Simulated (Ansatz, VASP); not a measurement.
**TaInS3 in two plane-wave programs**

Aim: how closely do two programs agree when they are given the same cell, functional and k mesh? The cell is generated by rule, not measured, and may not be a known phase. The cell is taken from a series of runs on this material, whose earlier steps may have relaxed, scaled, displaced or heated it; both programs get it as it stands.

Method: plane waves, with VASP 6.6.1 beside it; single point at PBE, in Ansatz 0.2.0.

The structure was built from a prototype and need not be the compound's stable phase.

**1. The starting structure**

The structure is orthorhombic, space group Fmmm (No. 69). The conventional cell has a = 9.715 Å, b = 9.715 Å, c = 9.715 Å, α = 90.00°, β = 90.00°, γ = 90.00°. In has 12 S at 3.43 to 3.44 Å nearest. Nearest to Ta lie 6 S at 2.39 to 2.46 Å. Nearest to Ta lie 6 S at 2.40 to 2.47 Å. Nearest to S lie 2 Ta at 2.40 to 2.46 Å. S has 2 Ta at 2.42 to 2.44 Å nearest. S has 2 Ta at 2.39 to 2.47 Å nearest. Farther neighbours and most contacts between anions are not listed.

**2. Ansatz: single point, PBE, pair 1**

Ansatz runs on its PAW soft_1 files.

A single point gives forces, pressure and levels at one fixed geometry, so differences don't come from the geometry; what else differs is listed under the comparison.

The input, input.yaml:

```yaml
crystal:
  lattice:
    - [4.8575955774, 4.8575955774, 0.0]
    - [4.8575955774, 0.0, 4.8575955774]
    - [4.8575955774, 0.0, -4.8575955774]
  atoms:
    - { symbol: In, position: [0.0, 0.0, 1.0] }
    - { symbol: In, position: [0.0, 0.5, 0.5] }
    - { symbol: Ta, position: [0.5, 0.25, 0.75] }
    - { symbol: Ta, position: [0.5, 0.75, 0.25] }
    - { symbol: S, position: [0.5, -0.0028622333, 1.0028622333] }
    - { symbol: S, position: [0.5, 0.5028622333, 0.4971377667] }
    - { symbol: S, position: [0.0025100601, -0.00125503, 0.49874497] }
    - { symbol: S, position: [-0.0025100601, 0.50125503, 0.00125503] }
    - { symbol: S, position: [0.5, 0.0041172633, 0.5041172633] }
    - { symbol: S, position: [0.5, 0.4958827367, -0.0041172633] }
kpoints:
  mp_grid: { grid: [8, 8, 8] }
hamiltonian:
  xc: pbe
  pseudopotentials: { kind: paw, azcp: { folder: soft_1 } }
scf:
  occupations: { method: methfessel_paxton, width: 0.2 }
output:
  forces: true
  stress: true
  eigenvalues: true
```

On the command line:

```sh
> ansatz run input.yaml --threads 4 --pin off --max-ram 16384MiB --backend cpu --events-out ev --progress --plain --runs-dir out
```

Numbers of over 12 decimals in the logs are rounded to 6 here.

What it wrote:

```text
Engine: ansatz 0.2.0, aarch64-unknown-linux-gnu
Pseudopotentials: kind: paw
Pseudopotential: In, paw, valence charge 13, recommended cutoff 420 eV (normal), soft_1/In.paw.azcp
Pseudopotential: Ta, paw, valence charge 13, recommended cutoff 420 eV (normal), soft_1/Ta.paw.azcp
Pseudopotential: S, paw, valence charge 6, recommended cutoff 420 eV (normal), soft_1/S.paw.azcp
Functional definition: PBE
  parameter kappa = 0.804
  parameter beta = 0.066725
  exchange = pbe_x(kappa = kappa, mu = beta*pi^2/3)
  correlation = pbe_c(beta = beta)
Crystal: 10 atoms, lattice volume = 229.242 Å³
Basis set: ecut = 420 eV, 4477 PW (Γ), exchange–correlation on 96×96×96 points (8 copies of the dense FFT grid, shifted against one another)
Bands: 54, of which v1, the nominal top of the filled ones, is band 44 counted from 1 (43 counted from 0)
Symmetry: 8 space group operations
Space group: Fmmm (ITA 69), of the structure as read, at distance tolerance 6.1e-5 Å
k-points: 95 of 512
Non-local potential: In, projectors of the file, l = 0: 2, l = 1: 2, l = 2: 2, l = 3: 1
Non-local potential: Ta, projectors of the file, l = 0: 3, l = 1: 2, l = 2: 2, l = 3: 1
Non-local potential: S, projectors of the file, l = 0: 2, l = 1: 2, l = 2: 1
PAW form: soft (Blöchl's): semilocal exchange-correlation on the pseudo side does not see the compensation charge
PAW one-centre angular grid: In, 590 points (default); XC on 64 Gauss nodes
PAW one-centre angular grid: Ta, 590 points (default); XC on 64 Gauss nodes
PAW one-centre angular grid: S, 110 points (default); XC on 64 Gauss nodes
Initial density: superposition of atomic densities (chi_scale 0.1, normalization cell, long waves kept (reshape's long-wave potential 0.00 eV rms))
Initial wavefunctions: pseudopotential atomic-orbital guess
Functional: x = pbe(κ = 0.804, μ = 0.219515), c = pbe(β = 0.066725)
SCF iter   1: F=—  HF=-36480.861659 eV  |F-HF|=—  |Δ(HF+E_count)|=         —  Δρ=2.58e-2  dr2=1.43e0  ethr=3.10e-3  ⟨swp⟩=6.3  Hψ=20353  notcnv=0
preconditioner: auto → Kerker (q_TF=auto, 2.326 Å⁻¹)  [metal: Δε(μ)=0.050 eV  Ē_g=9.823 eV  σ=0.200 eV  W_gap=0.20  n_scr=58 (ndim 8)  ℏωp=20.8 eV  f_vac=0.000  D(μ)=2.90/eV (n_scr^D=14)]
SCF iter   2: F=—  HF=-36480.599913 eV  |F-HF|=—  |Δ(HF+E_count)|=   2.62e-1  S|Δr|=    0.00e0  Δρ=1.56e-2  dr2=5.92e-1  ethr=1.62e-3  ⟨swp⟩=1.0  Hψ=5989  notcnv=0  defer=6
SCF iter   3: F=—  HF=-36480.468423 eV  |F-HF|=—  |Δ(HF+E_count)|=   1.31e-1  S|Δr|=    0.00e0  Δρ=3.54e-3  dr2=5.04e-2  ethr=6.73e-4  ⟨swp⟩=2.0  Hψ=6835  notcnv=0  defer=6
SCF iter   4: F=—  HF=-36480.464452 eV  |F-HF|=—  |Δ(HF+E_count)|=   3.97e-3  S|Δr|=    0.00e0  Δρ=1.30e-3  dr2=8.38e-3  ethr=5.72e-5  ⟨swp⟩=2.2  Hψ=8729  notcnv=0  defer=103
SCF iter   5: F=—  HF=-36480.465133 eV  |F-HF|=—  |Δ(HF+E_count)|=   6.82e-4  S|Δr|=    0.00e0  Δρ=4.75e-4  dr2=1.41e-3  ethr=9.53e-6  ⟨swp⟩=2.0  Hψ=6619  notcnv=0  defer=103
SCF iter   6: F=—  HF=-36480.465247 eV  |F-HF|=—  |Δ(HF+E_count)|=   1.14e-4  S|Δr|=    0.00e0  Δρ=1.32e-4  dr2=4.27e-5  ethr=1.60e-6  ⟨swp⟩=2.0  Hψ=6809  notcnv=0  defer=138
SCF iter   7: F=—  HF=-36480.465189 eV  |F-HF|=—  |Δ(HF+E_count)|=   5.81e-5  S|Δr|=    0.00e0  Δρ=2.70e-5  dr2=1.92e-6  ethr=4.85e-8  ⟨swp⟩=2.1  Hψ=7593  notcnv=0  defer=191
SCF iter   8: F=—  HF=-36480.465191 eV  |F-HF|=—  |Δ(HF+E_count)|=   1.45e-6  S|Δr|=    0.00e0  Δρ=6.52e-6  dr2=1.26e-7  ethr=2.19e-9  ⟨swp⟩=2.1  Hψ=7811  notcnv=0  defer=191
SCF iter   9: F=-36480.465191 eV  HF=-36480.465191 eV  |F-HF|=1.80e-9  |Δ(HF+E_count)|=   5.78e-8  S|Δr|=    0.00e0  Δρ=1.40e-6  dr2=5.70e-9  ethr=1.14e-10  ⟨swp⟩=12.1  Hψ=22805  notcnv=0
SCF 1 converged in 9 iterations: F = -36480.465191 eV  dr2 = 5.70e-9
  greatest PAW one-centre occupation: 0.999 electrons in one spin orbital (limit 2), on the Ta atom at site 3 (counted from 0), in its partial waves of l = 0
SCF converged after 9 iterations
Stability not checked: this state was not tested for a lower state beside it, because cold or Methfessel-Paxton smearing, or corrected tetrahedra, fill the levels in a way that the test cannot read (fill_not_monotonic; see scf.lower_state_search)
Free energy (F): -36480.465191 eV
Harris-Foulkes:  -36480.465191 eV  (|F-HF|=1.80e-9)
Internal energy: -36480.471338 eV  (E = F + TS)
E sigma→0 (E₀):  -36480.466728 eV
Entropy (-TS):   0.006148 eV (0.615 meV/atom)
Fermi energy:    7.673275 eV
--- Per-component energies (eV) ---
  E_band       = -557.572478
  E_kinetic    = 1837.617490
  E_local      = -5026.688206  (includes V_loc(G=0)·N_el)
  E_nonlocal   = 838.477740
  E_hartree    = 1865.167179
  E_xc         = -1461.002252
  E_vxc        = -1139.690821  (∫ρ·V_xc dr)
  E_paw        = -28665.935118  (= ΣΔE_a)
  E_vpaw       = -797.625385  (= ΣTr[D̂ρ^β])
  E_aug_tail   = 0.000474  (compensation charges beyond the density's cutoff)
  E_ewald      = -5868.108645
  E_smearing   = 0.006148  (= −TS)
  E_closure    = -0.000000  (closes the sum)
  Σ components = -36480.465191   (vs F -36480.465191, Δ=0.00e0)
--- Forces (eV/Å), atoms counted from 1 ---
  atom   1  In     0.00000000     0.00000000     0.00000000
  atom   2  In     0.00000000     0.00000000    -0.00000000
  atom   3  Ta     0.00000000     0.00000000     0.00000000
  atom   4  Ta     0.00000000     0.00000000     0.00000000
  atom   5  S      0.00000000     0.00000000    -0.02913861
  atom   6  S      0.00000000     0.00000000     0.02913861
  atom   7  S      0.00000000     0.01081683     0.00000000
  atom   8  S      0.00000000    -0.01081683     0.00000000
  atom   9  S      0.03779943     0.00000000     0.00000000
  atom  10  S     -0.03779943     0.00000000     0.00000000
  max |Σ_I F_I| component: 0.00e0 eV/Å
--- Stress (GPa, compression-positive) ---
        0.094403       0.000000       0.000000
        0.000000      -0.006632       0.000000
        0.000000       0.000000       0.038930
  P = ⅓ Tr σ = 0.0422 GPa (0.422 kbar)
--- Band table (eV; the first three rows and the last of 95) ---
  k-point 0: bands = [... 40 lower, 6.8443, 7.1862, 7.2105, 7.2458, 7.7465, 7.7772, 7.7982, 9.6428, ... 6 higher]
  k-point 1: bands = [... 40 lower, 6.6822, 7.4801, 7.5180, 7.6075, 7.6811, 7.7662, 7.8052, 9.8938, ... 6 higher]
  k-point 2: bands = [... 40 lower, 6.5821, 7.3280, 7.3428, 7.4878, 8.2064, 8.2218, 8.2507, 9.5807, ... 6 higher]
  k-point 94: bands = [... 40 lower, 6.8315, 6.8327, 7.2971, 7.7397, 7.8036, 9.6821, 9.8740, 9.9668, ... 6 higher]
```

Reading the cycles: dr2 is the Hartree energy of the density residual (eV), the measure of convergence; HF is the Harris–Foulkes estimate of the energy, which meets the free energy F at convergence.

The run ends at a pressure of 0.04 GPa, with forces up to 0.038 eV/Å.

**3. VASP: single point, PBE, pair 1**

The same cell, functional, mesh and smearing now go to VASP, with its own data sets.

Lines of VASP's logs that name or quote its potential files are left out, and so is its time.

The input, INCAR:

```
SYSTEM = TaInS3
PREC = Accurate
ENCUT = 500
EDIFF = 1E-06
NELM = 120
ISMEAR = 1
SIGMA = 0.2
LREAL = .FALSE.
ALGO = Normal
GGA = PE
NBANDS = 52
LASPH = .TRUE.
LORBIT = 11
LWAVE = .FALSE.
LCHARG = .FALSE.
ISIF = 2
GGA_COMPAT = .FALSE.
KPAR = 2
```

The input, POSCAR:

```
TaInS3
1.0
    4.8575955774      4.8575955774      0.0000000000
    4.8575955774      0.0000000000      4.8575955774
    4.8575955774      0.0000000000     -4.8575955774
In Ta S
2 2 6
Direct
    0.0000000000      1.0000000000      1.0000000000
    0.0000000000      0.5000000000      0.5000000000
    0.5000000000      0.2500000000      0.7500000000
    0.5000000000      0.7500000000      0.2500000000
    0.5000000000      0.9971377667      0.0028622333
    0.5000000000      0.5028622333      0.4971377667
    0.0025100601      0.9987449699      0.4987449699
    0.9974899399      0.5012550300      0.0012550300
    0.5000000000      0.0041172633      0.5041172633
    0.5000000000      0.4958827367      0.9958827367
```

The input, KPOINTS:

```
Automatic mesh
0
Gamma
8 8 8
0 0 0
```

The projector-augmented-wave data sets are In_d, Ta_pv and S (PBE family, release 64).

On the command line:

```sh
> mpirun -np 2 vasp_std
```

What it wrote:

```text
[banner, memory and clock lines left out]
running    2 mpi-ranks, on    1 nodes
 distrk:  each k-point on    1 cores,    2 groups
 distr:  one band on    1 cores,    1 groups

 POSCAR found type information on POSCAR InTaS
 POSCAR found :  3 types and      10 ions
 LDA part: xc-table for (Slater+PW92), standard interpolation
 POSCAR, INCAR and KPOINTS ok, starting setup
 FFT: planning ... GRIDC
 FFT: planning ... GRID_SOFT
 FFT: planning ... GRID
 WAVECAR not read
 entering main loop
       N       E                     dE             d eps       ncg     rms          rms(c)
DAV:   1     0.852382169792E+03    0.85238E+03   -0.37751E+04  9904   0.163E+03
DAV:   2     0.668889474791E+02   -0.78549E+03   -0.75688E+03 10408   0.435E+02
DAV:   3    -0.564411701577E+02   -0.12333E+03   -0.11782E+03 12556   0.167E+02
DAV:   4    -0.649911438678E+02   -0.85500E+01   -0.84533E+01 12312   0.434E+01
DAV:   5    -0.654167502485E+02   -0.42561E+00   -0.42454E+00 15076   0.102E+01    0.262E+01
DAV:   6    -0.595064004625E+02    0.59103E+01   -0.24652E+01 13332   0.205E+01    0.129E+01
DAV:   7    -0.592633198112E+02    0.24308E+00   -0.33740E+00 12612   0.827E+00    0.828E+00
DAV:   8    -0.591727473926E+02    0.90572E-01   -0.84261E-01 13312   0.431E+00    0.127E+00
DAV:   9    -0.591504880784E+02    0.22259E-01   -0.16792E-01 12104   0.188E+00    0.590E-01
DAV:  10    -0.591501304077E+02    0.35767E-03   -0.14591E-02 13728   0.634E-01    0.346E-01
DAV:  11    -0.591508876361E+02   -0.75723E-03   -0.35174E-03 12760   0.215E-01    0.139E-01
DAV:  12    -0.591505288112E+02    0.35882E-03   -0.32353E-03 12292   0.193E-01    0.751E-02
DAV:  13    -0.591504550397E+02    0.73771E-04   -0.30457E-04 11148   0.747E-02    0.350E-02
DAV:  14    -0.591504572236E+02   -0.21839E-05   -0.37444E-05 12152   0.254E-02    0.105E-02
DAV:  15    -0.591504583660E+02   -0.11424E-05   -0.44838E-06  9916   0.121E-02    0.875E-03
DAV:  16    -0.591504569168E+02    0.14491E-05   -0.77395E-06 10848   0.105E-02    0.237E-03
DAV:  17    -0.591504568212E+02    0.95662E-07   -0.52773E-07  6084   0.397E-03
   1 F= -.59150457E+02 E0= -.59152470E+02  d E =0.603914E-02
```

Parts of OUTCAR (step 3):

```text
ion  position               nearest neighbor table
   1  0.000  0.000  0.000-
   2  0.000  0.500  0.500-
   3  0.500  0.250  0.750-   9 2.39  10 2.39   7 2.44   8 2.44   6 2.46   5 2.46
   4  0.500  0.750  0.250-   5 2.40   6 2.40   7 2.42   8 2.42   9 2.47  10 2.47
   5  0.500  0.997  0.003-   4 2.40   3 2.46
   6  0.500  0.503  0.497-   4 2.40   3 2.46
   7  0.003  0.999  0.499-   4 2.42   3 2.44
   8  0.997  0.501  0.001-   4 2.42   3 2.44
   9  0.500  0.004  0.504-   3 2.39   4 2.47
  10  0.500  0.496  0.996-   3 2.39   4 2.47

  LATTYP: Found a face centered cubic cell.
 ALAT       =     9.7151911548

 Subroutine GETGRP returns: Found  8 space group operations
 (whereof  4 operations were pure point group operations)

The static configuration has the point symmetry D_2 .
 The point group associated with its full space group is D_2h.

 Found     95 irreducible k-points:

   k-points           NKPTS =     95   k-points in BZ     NKDIM =     95   number of bands    NBANDS=     52

   dimension x,y,z NGX =    50 NGY =   50 NGZ =   50
   dimension x,y,z NGXF=   100 NGYF=  100 NGZF=  100

   ENCUT  =  500.0 eV  36.75 Ry    6.06 a.u.  12.53 12.53 12.53*2*pi/ulx,y,z

   NELECT =      84.0000    total number of electrons

 k-points in reciprocal lattice and weights: Automatic mesh
   0.00000000  0.00000000  0.00000000       0.002
   0.12500000  0.00000000  0.00000000       0.004
   0.12500000  0.12500000  0.12500000       0.004
   0.00000000 -0.12500000  0.12500000       0.004
   0.25000000  0.00000000  0.00000000       0.004
   0.25000000  0.25000000  0.25000000       0.004
   0.00000000 -0.25000000  0.25000000       0.004
   0.37500000  0.00000000  0.00000000       0.004
   0.37500000  0.37500000  0.37500000       0.004
[...]
0.50000000  0.25000000 -0.25000000       0.004
   0.25000000  0.50000000  0.50000000       0.004

 average (electrostatic) potential at core
       1 -96.0201       2 -96.0201       3 -39.6108       4 -39.6108       5 -86.7131
       6 -86.7131       7 -86.7093       8 -86.7093       9 -86.7183      10 -86.7183

 E-fermi :   4.3323

 k-point     1 :       0.0000    0.0000    0.0000
  band No.  band energies     occupation
    ...
     38       3.5186      2.00000
     39       3.5190      2.00000
     40       3.8436      2.00297
     41       3.8677      2.00492
     42       3.9027      2.00962
     43       4.4050      0.42801
     44       4.4354      0.24322
     45       4.4562      0.14288
     46       6.2984     -0.00000
     47       6.3068     -0.00000
    ...

 k-point     2 :       0.1250    0.0000    0.0000
  band No.  band energies     occupation
    ...
     38       3.3986      2.00000
     39       3.3994      2.00000
     40       3.8497      2.00338
     41       4.1664      1.99448
     42       4.1955      1.90851
     43       4.4559      0.14431
     44       4.5824     -0.07072
     45       4.6100     -0.06440
     46       6.3048     -0.00000
     47       6.5878     -0.00000
    ...

 k-point     3 :       0.1250    0.1250    0.1250
  band No.  band energies     occupation
    ...
     38       3.4012      2.00000
     39       3.4017      2.00000
     40       3.9097      2.01090
     41       4.1427      2.03777
     42       4.1620      2.00433
     43       4.4039      0.43509
     44       4.6136     -0.06309
     45       4.6319     -0.05551
     46       6.3121     -0.00000
     47       6.5861     -0.00000
    ...

  Total        0.1183593     -0.0279859      0.0378041      0.0000000      0.0000000      0.0000000
  in kB        0.8272163     -0.1955944      0.2642135      0.0000000      0.0000000      0.0000000
  external PRESSURE =       0.2986118 kB  Pullay stress =       0.0000000 kB

  energy-cutoff  :      500.00
  volume of cell :      229.24
      direct lattice vectors                 reciprocal lattice vectors
     4.857595577  4.857595577  0.000000000     0.000000000  0.205863165  0.000000000
     4.857595577  0.000000000  4.857595577     0.102931583 -0.102931583  0.102931583
     4.857595577  0.000000000 -4.857595577     0.102931583 -0.102931583 -0.102931583

 POSITION                                       TOTAL-FORCE (eV/Angst)
 -----------------------------------------------------------------------------------
      0.00000      0.00000      0.00000         0.000000      0.000000      0.000000
      4.85760      0.00000      0.00000         0.000000      0.000000      0.000000
      7.28639      2.42880     -2.42880         0.000000      0.000000      0.000000
      7.28639      2.42880      2.42880        -0.000000      0.000000      0.000000
      7.28639      2.42880      4.82979         0.000000      0.000000     -0.023853
      7.28639      2.42880      0.02781         0.000000      0.000000      0.023853
      7.28639      0.01219      2.42880         0.000000      0.008618      0.000000
      7.28639      4.84540      2.42880        -0.000000     -0.008618      0.000000
      4.89760      2.42880     -2.42880         0.030270      0.000000      0.000000
      9.67519      2.42880     -2.42880        -0.030270      0.000000      0.000000
 -----------------------------------------------------------------------------------
    total drift:                                0.000001      0.000000     -0.000000

  FREE ENERGIE OF THE ION-ELECTRON SYSTEM (eV)
  ---------------------------------------------------
  free  energy   TOTEN  =       -59.1504568212 eV

  energy  without entropy=      -59.1564959577  energy(sigma->0) =      -59.15246987

 total charge
# of ion       s       p       d       tot
------------------------------------------
    1        1.185   0.140   9.852  11.178
    2        1.185   0.140   9.852  11.178
    3        0.305   6.207   2.177   8.689
    4        0.305   6.207   2.177   8.689
    5        1.338   2.407   0.000   3.745
    6        1.338   2.407   0.000   3.745
    7        1.338   2.407   0.000   3.745
    8        1.338   2.407   0.000   3.745
    9        1.338   2.408   0.000   3.746
   10        1.338   2.408   0.000   3.746
--------------------------------------------------
tot         11.007  27.139  24.059  62.205

[... 3 further parts left out ...]
```

The run ends at a pressure of 0.03 GPa, with forces up to 0.030 eV/Å.

**4. Side by side**

Known differences besides the potentials themselves: the data sets hold 88 valence electrons in Ansatz (on its PAW soft_1 files) and 84 in VASP; the cutoff is 420 eV in Ansatz and 500 eV in VASP. Total energies have different zeros and are not compared.

Both answers:

```csv
quantity,Ansatz,VASP,difference
pressure (GPa),0.04,0.03,+0.01
```

At this near-relaxed geometry the largest component of a force difference is 8 meV/Å.

(Part 1 of 2 ends here.)

[Lines on the potential files, build, host, timing and source positions are cut from VASP's logs without a mark.]

[Logs are printed without paths, hosts, clocks, repeated set-up lines and the standing remarks that a program may print on its own settings, such as how far it seeks lower states.]

[Hosts, paths, dates, database ids (printed as entryN), source tags and the programs' standing remarks are cut or masked in the printed files.]
